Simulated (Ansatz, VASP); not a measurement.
## InP in VASP and in Ansatz

```
In P
1.0
     0.00000    2.82616    2.82616
     2.82616    0.00000    2.82616
     2.82616    2.82616    0.00000
In P
1 1
Direct
  0.00000 0.00000 0.00000
  0.50000 0.50000 0.50000
```

Change from the starting cell: volume scaled by 0.97.

Alike in both runs: task single point; functional PBEsol; k mesh 11 × 11 × 11; occupations fermi-dirac, width 0.03 eV; no spin polarisation.

```csv
,VASP,Ansatz
version,VASP 6.6.1,Ansatz 0.2.0
potentials or method,"VASP PAW PBE potentials, release 64 (In_d, P), cutoff 520 eV","all-electron LAPW, scalar-relativistic"
```

|  | VASP | Ansatz | Ansatz less VASP |
| --- | --- | --- | --- |
| pressure (GPa) | -6.9 | -6.9 | 0.00 |

Ansatz ran all-electron here, so the differences hold the error of VASP's frozen core and of both bases.

Caveats: the PAW data sets were made with another functional, which shifts forces and pressure a little (VASP).
